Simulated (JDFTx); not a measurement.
# NiO (Fm-3m) in JDFTx: equation of state, part 2 of 2

JDFTx 1.7.0 (patched build). Earlier steps stand in the parts before.

### 3 Equation of state, PBEsol, collinear spin, ferromagnetic start, 8.71 Å³/atom (volume scaled by 0.96)

The input, NiO.in:

```
lattice \
    0.0000000000     3.8885089592     3.8885089592 \
    3.8885089592     0.0000000000     3.8885089592 \
    3.8885089592     3.8885089592     0.0000000000
coords-type Lattice
ion Ni     0.0000000000     0.0000000000     0.0000000000 1
ion O      0.5000000000     0.5000000000     0.5000000000 1

ion-species pseudo/Ni.upf
ion-species pseudo/O.upf
elec-cutoff 49 392
elec-ex-corr gga-PBEsol
kpoint-folding 11 11 11
elec-smearing Fermi 0.0018374661
elec-n-bands 19
spintype z-spin
initial-magnetic-moments Ni 1
elec-initial-magnetization 1 no
electronic-SCF nIterations 100 energyDiffThreshold 1e-09
electronic-minimize nIterations 30 energyDiffThreshold 1e-7
forces-output-coords Cartesian

dump-name run.$VAR
dump End Ecomponents EigStats BandEigs Kpoints Forces Stress
```

Potentials or basis: PseudoDojo-SR-PBEsol-0.4.1-standard with smoothed tails.

Command:

```
> jdftx -c 1 -i NiO.in -o NiO.out
```

Standard output:

```text
*************** JDFTx 1.7.0 (patched build) ***************

Input parsed successfully to the following command list (including defaults):
[... the input with its defaults ...]

---------- Setting up symmetries ----------

Found 48 point-group symmetries of the bravais lattice
Found 48 space-group symmetries with basis
Applied RMS atom displacement 0 bohrs to make symmetries exact.

---------- Initializing the Grid ----------
R =
[            0      3.88851      3.88851  ]
[      3.88851            0      3.88851  ]
[      3.88851      3.88851            0  ]
unit cell volume = 117.592
G =
[  -0.807917   0.807917   0.807917  ]
[   0.807917  -0.807917   0.807917  ]
[   0.807917   0.807917  -0.807917  ]
Minimum fftbox size, Smin = [  52  52  52  ]
Chosen fftbox size, S = [  54  54  54  ]

---------- Initializing tighter grid for wavefunction operations ----------
R =
[            0      3.88851      3.88851  ]
[      3.88851            0      3.88851  ]
[      3.88851      3.88851            0  ]
unit cell volume = 117.592
G =
[  -0.807917   0.807917   0.807917  ]
[   0.807917  -0.807917   0.807917  ]
[   0.807917   0.807917  -0.807917  ]
Minimum fftbox size, Smin = [  36  36  36  ]
Chosen fftbox size, S = [  36  36  36  ]

---------- Exchange Correlation functional ----------
Initalized PBEsol GGA exchange.
Initalized PBEsol GGA correlation.

---------- Setting up pseudopotentials ----------
Width of ionic core gaussian charges (only for fluid interactions / plotting) set to 0

Reading pseudopotential file 'pseudo/Ni.upf':
  'Ni' pseudopotential, 'PBESOL' functional
  Generated using ONCVPSP code by D. R. Hamann
  18 valence electrons, 4 orbitals, 6 projectors, 1001 radial grid points, with lMax = 2
    3S    l: 0   occupation:  2.0   eigenvalue: -4.070998
    3P    l: 1   occupation:  6.0   eigenvalue: -2.618562
[... 41 lines left out ...]
[... 48 lines of inner loops ...]
LCAOMinimize: Iter:  19  F: -179.9949065190363626  |grad|_K:  2.860e-06  alpha:  7.594e-01  linmin:  1.748e-04  cgtest:  1.416e-03
	FillingsUpdate:  mu: +0.590082758  nElectrons: 24.000000  magneticMoment: [ Abs: 1.46916  Tot: +1.46662 ]
LCAOMinimize: Iter:  20  F: -179.9949065971822506  |grad|_K:  2.344e-06  alpha:  4.728e-01  linmin: -2.836e-06  cgtest:  1.083e-03
LCAOMinimize: Converged (|Delta F|<1.000000e-06 for 2 iters).

-------- Electronic minimization -----------
Will mix electronic density at each iteration.
	FillingsUpdate:  mu: +0.590082758  nElectrons: 24.000000  magneticMoment: [ Abs: 1.46916  Tot: +1.46662 ]
	FillingsUpdate:  mu: +0.587859752  nElectrons: 24.000000  magneticMoment: [ Abs: 1.46916  Tot: +1.46662 ]
SCF: Cycle:  0   F: -180.018217092046399   dF: -2.331e-02   |Residual|: 9.875e-02   |deigs|: 7.775e-02
	FillingsUpdate:  mu: +0.566054253  nElectrons: 24.000000  magneticMoment: [ Abs: 1.44166  Tot: +1.43519 ]
SCF: Cycle:  1   F: -180.021808984162476   dF: -3.592e-03   |Residual|: 4.203e-02   |deigs|: 2.245e-02
	FillingsUpdate:  mu: +0.569544954  nElectrons: 24.000000  magneticMoment: [ Abs: 1.37999  Tot: +1.37387 ]
SCF: Cycle:  2   F: -180.022882476893244   dF: -1.073e-03   |Residual|: 2.143e-02   |deigs|: 5.985e-03
	FillingsUpdate:  mu: +0.568268138  nElectrons: 24.000000  magneticMoment: [ Abs: 1.38114  Tot: +1.37569 ]
SCF: Cycle:  3   F: -180.023169505171325   dF: -2.870e-04   |Residual|: 5.095e-03   |deigs|: 2.213e-03
	FillingsUpdate:  mu: +0.568882217  nElectrons: 24.000000  magneticMoment: [ Abs: 1.37842  Tot: +1.37259 ]
SCF: Cycle:  4   F: -180.023171533959157   dF: -2.029e-06   |Residual|: 1.613e-03   |deigs|: 5.230e-04
	FillingsUpdate:  mu: +0.568967587  nElectrons: 24.000000  magneticMoment: [ Abs: 1.37542  Tot: +1.36967 ]
SCF: Cycle:  5   F: -180.023172051984233   dF: -5.180e-07   |Residual|: 5.710e-04   |deigs|: 1.508e-04
	FillingsUpdate:  mu: +0.568948055  nElectrons: 24.000000  magneticMoment: [ Abs: 1.37471  Tot: +1.36923 ]
SCF: Cycle:  6   F: -180.023172077023389   dF: -2.504e-08   |Residual|: 2.009e-04   |deigs|: 1.099e-04
	FillingsUpdate:  mu: +0.568954000  nElectrons: 24.000000  magneticMoment: [ Abs: 1.37501  Tot: +1.36948 ]
SCF: Cycle:  7   F: -180.023172085633092   dF: -8.610e-09   |Residual|: 5.114e-05   |deigs|: 1.182e-04
	FillingsUpdate:  mu: +0.568963402  nElectrons: 24.000000  magneticMoment: [ Abs: 1.37508  Tot: +1.36952 ]
SCF: Cycle:  8   F: -180.023172087425422   dF: -1.792e-09   |Residual|: 1.929e-05   |deigs|: 1.823e-04
	FillingsUpdate:  mu: +0.568963950  nElectrons: 24.000000  magneticMoment: [ Abs: 1.37507  Tot: +1.36951 ]
SCF: Cycle:  9   F: -180.023172087893158   dF: -4.677e-10   |Residual|: 8.010e-06   |deigs|: 1.920e-04
	FillingsUpdate:  mu: +0.568964261  nElectrons: 24.000000  magneticMoment: [ Abs: 1.37509  Tot: +1.36953 ]
SCF: Cycle: 10   F: -180.023172087981806   dF: -8.865e-11   |Residual|: 3.863e-06   |deigs|: 1.345e-04
SCF: Converged (|Delta E|<1.000000e-09 for 2 iters).

Setting wave functions to eigenvectors of Hamiltonian

# Stress tensor in Cartesian coordinates [Eh/a0^3]:
[  -7.0787e-06            0            0  ]
[            0  -7.0787e-06            0  ]
[            0            0  -7.0787e-06  ]

# Ionic positions in lattice coordinates:
ion Ni   0.000000000000000   0.000000000000000   0.000000000000000 1
ion O   0.500000000000000   0.500000000000000   0.500000000000000 1

# Forces in Cartesian coordinates:
force Ni   0.000000000000000   0.000000000000000   0.000000000000000 1
force O   0.000000000000000   0.000000000000000  -0.000000000000000 1

# Energy components:
   Eewald =     -121.2503731890603120
       EH =       53.1264773215597117
     Eloc =     -151.5391974475232075
      Enl =      -29.3676653824190090
      Exc =      -25.3669235806463611
 Exc_core =        4.0693413077978544
       KE =       90.3056354502493264
-------------------------------------
     Etot =     -180.0227055200419954
       TS =        0.0004665679397996
-------------------------------------
        F =     -180.0231720879818056

IonicMinimize: Iter:   0  F: -180.023172087981806  |grad|_K:       -nan
IonicMinimize: None of the convergence criteria satisfied after 0 iterations.

#--- Lowdin population analysis ---
# oxidation-state Ni +1.017
# magnetic-moments Ni +1.116
# oxidation-state O -0.901
# magnetic-moments O +0.255

Dumping 'run.eigStats' ...
	eMin: -3.242325 at state 0 ( [ +0.000000 +0.000000 +0.000000 ] spin 1 )
	HOMO: +0.568928 at state 9 ( [ +0.000000 +0.090909 +0.363636 ] spin 1 )
	mu  : +0.568964
	LUMO: +0.569321 at state 108 ( [ +0.181818 +0.363636 -0.454545 ] spin -1 )
	eMax: +1.685407 at state 86 ( [ +0.000000 +0.363636 +0.363636 ] spin -1 )
	HOMO-LUMO gap: +0.000393
	Optical gap  : +0.015909 at state 107 ( [ +0.090909 +0.454545 -0.363636 ] spin -1 )
Done!
```

Run time: 1.9 min. Hardware: 1 thread of AMD EPYC 9R45 (Zen 5), shared host; peak memory 0.22 GiB.

What came out:

* Free energy: -4898.6801 eV
* Pressure: 0.2 GPa
* Band gap on the k mesh: none (metal or under the smearing width)
* Net moment: 1.37 μB per cell
* Absolute moment: 1.38 μB per cell
* Site moments: Ni +1.12; O +0.26 μB
* Loewdin charges: Ni +1.02; O -0.90 e

Caveat: a cell with one magnetic atom can't hold antiferromagnetic order, which such compounds often take; semilocal functionals often make such compounds metallic where correlation or magnetic order opens a gap, which also shifts bond lengths.

### 4 Equation of state, PBEsol, collinear spin, ferromagnetic start, 8.89 Å³/atom (volume scaled by 0.98)

Changes to NiO.in since step 3:

```diff
@@ -1,5 +1,5 @@
 lattice \
-    0.0000000000     3.8885089592     3.8885089592 \
-    3.8885089592     0.0000000000     3.8885089592 \
-    3.8885089592     3.8885089592     0.0000000000
+    0.0000000000     3.9153271097     3.9153271097 \
+    3.9153271097     0.0000000000     3.9153271097 \
+    3.9153271097     3.9153271097     0.0000000000
 coords-type Lattice
```

Command:

```
> jdftx -c 1 -i NiO.in -o NiO.out
```

It took 2.1 min on 1 thread of AMD EPYC 9R45 (Zen 5), shared host; peak memory 0.23 GiB.

The run converged. Its results:

```
Free energy            : -4898.6763 eV
Pressure               : -3.5 GPa
Band gap on the k mesh : none (metal or under the smearing width)
Net moment             : 1.47 μB per cell
Absolute moment        : 1.48 μB per cell
Site moments           : Ni +1.19; O +0.28 μB
Loewdin charges        : Ni +1.03; O -0.91 e
```

Caveat: a cell with one magnetic atom can't hold antiferromagnetic order, which such compounds often take; semilocal functionals often make such compounds metallic where correlation or magnetic order opens a gap, which also shifts bond lengths.

### 5 Equation of state, PBEsol, collinear spin, ferromagnetic start, 9.08 Å³/atom

Changes to NiO.in since step 4:

```diff
@@ -1,5 +1,5 @@
 lattice \
-    0.0000000000     3.9153271097     3.9153271097 \
-    3.9153271097     0.0000000000     3.9153271097 \
-    3.9153271097     3.9153271097     0.0000000000
+    0.0000000000     3.9417828252     3.9417828252 \
+    3.9417828252     0.0000000000     3.9417828252 \
+    3.9417828252     3.9417828252     0.0000000000
 coords-type Lattice
```

Command:

```
> jdftx -c 1 -i NiO.in -o NiO.out
```

It took 2 min on 1 thread of AMD EPYC 9R45 (Zen 5), shared host; peak memory 0.23 GiB.

The run converged. Its results:

```yaml
Free_energy: -4898.6645 eV
Pressure: -6.9 GPa
Band_gap_on_the_k_mesh: none (metal or under the smearing width)
Net_moment: 1.55 μB per cell
Absolute_moment: 1.56 μB per cell
Site_moments: Ni +1.25; O +0.30 μB
Loewdin_charges: Ni +1.03; O -0.92 e
```

Caveat: a cell with one magnetic atom can't hold antiferromagnetic order, which such compounds often take; semilocal functionals often make such compounds metallic where correlation or magnetic order opens a gap, which also shifts bond lengths.

### 6 Equation of state, PBEsol, collinear spin, ferromagnetic start, 9.26 Å³/atom (volume scaled by 1.02)

Changes to NiO.in since step 5:

```diff
@@ -1,5 +1,5 @@
 lattice \
-    0.0000000000     3.9417828252     3.9417828252 \
-    3.9417828252     0.0000000000     3.9417828252 \
-    3.9417828252     3.9417828252     0.0000000000
+    0.0000000000     3.9678881079     3.9678881079 \
+    3.9678881079     0.0000000000     3.9678881079 \
+    3.9678881079     3.9678881079     0.0000000000
 coords-type Lattice
```

Potentials or basis: PseudoDojo-SR-PBEsol-0.4.1-standard with smoothed tails.

Command:

```
> jdftx -c 1 -i NiO.in -o NiO.out
```

It took 2 min on 1 thread of AMD EPYC 9R45 (Zen 5), shared host; peak memory 0.23 GiB.

It converged, with:

```yaml
Free_energy: -4898.6454 eV
Pressure: -9.9 GPa
Band_gap_on_the_k_mesh: none (metal or under the smearing width)
Net_moment: 1.62 μB per cell
Absolute_moment: 1.63 μB per cell
Site_moments: Ni +1.31; O +0.32 μB
Loewdin_charges: Ni +1.04; O -0.92 e
```

Caveat: a cell with one magnetic atom can't hold antiferromagnetic order, which such compounds often take; semilocal functionals often make such compounds metallic where correlation or magnetic order opens a gap, which also shifts bond lengths.

### 7 Equation of state, PBEsol, collinear spin, ferromagnetic start, 9.44 Å³/atom (volume scaled by 1.04)

Changes to NiO.in since step 6:

```diff
@@ -1,5 +1,5 @@
 lattice \
-    0.0000000000     3.9678881079     3.9678881079 \
-    3.9678881079     0.0000000000     3.9678881079 \
-    3.9678881079     3.9678881079     0.0000000000
+    0.0000000000     3.9936543371     3.9936543371 \
+    3.9936543371     0.0000000000     3.9936543371 \
+    3.9936543371     3.9936543371     0.0000000000
 coords-type Lattice
```

Command:

```
> jdftx -c 1 -i NiO.in -o NiO.out
```

Wall time 2 min (1 thread of AMD EPYC 9R45 (Zen 5), shared host); peak memory 0.24 GiB.

The run converged. Its results:

```
Free energy            : -4898.6201 eV
Pressure               : -12.4 GPa
Band gap on the k mesh : none (metal or under the smearing width)
Net moment             : 1.71 μB per cell
Absolute moment        : 1.72 μB per cell
Site moments           : Ni +1.37; O +0.34 μB
Loewdin charges        : Ni +1.05; O -0.93 e
```

Caveat: a cell with one magnetic atom can't hold antiferromagnetic order, which such compounds often take; semilocal functionals often make such compounds metallic where correlation or magnetic order opens a gap, which also shifts bond lengths.

### 8 Equation of state, PBEsol, collinear spin, ferromagnetic start, 9.62 Å³/atom (volume scaled by 1.06)

Changes to NiO.in since step 7:

```diff
@@ -1,5 +1,5 @@
 lattice \
-    0.0000000000     3.9936543371     3.9936543371 \
-    3.9936543371     0.0000000000     3.9936543371 \
-    3.9936543371     3.9936543371     0.0000000000
+    0.0000000000     4.0190923118     4.0190923118 \
+    4.0190923118     0.0000000000     4.0190923118 \
+    4.0190923118     4.0190923118     0.0000000000
 coords-type Lattice
```

Command:

```
> jdftx -c 1 -i NiO.in -o NiO.out
```

It took 2 min on 1 thread of AMD EPYC 9R45 (Zen 5), shared host; peak memory 0.24 GiB.

It converged, with:

- Free energy: -4898.5894 eV
- Pressure: -14.8 GPa
- Band gap on the k mesh: none (metal or under the smearing width)
- Net moment: 1.77 μB per cell
- Absolute moment: 1.78 μB per cell
- Site moments: Ni +1.42; O +0.36 μB
- Loewdin charges: Ni +1.06; O -0.94 e

Caveat: a cell with one magnetic atom can't hold antiferromagnetic order, which such compounds often take; semilocal functionals often make such compounds metallic where correlation or magnetic order opens a gap, which also shifts bond lengths.

### 9 Equation of state, PBEsol, collinear spin, ferromagnetic start

Potentials or basis: PseudoDojo-SR-PBEsol-0.4.1-standard with smoothed tails.

No new run: the results of the series are fitted here.

Results:

| Quantity | Value |
| --- | --- |
| Equilibrium volume | 8.81 Å³/atom (rough: see the caveat) |
| Bulk modulus | 315 GPa (rough) |

Energy against volume, from the lowest point:
```
volume (Å³/atom)  energy (meV/atom)
           8.531              10.67
           8.713               0.00
           8.894               1.90
           9.076               7.80
           9.257              17.34
           9.439              29.96
           9.620              45.31
```

Caveat: the fit is doubtful: noisy points or a state that changes with volume.
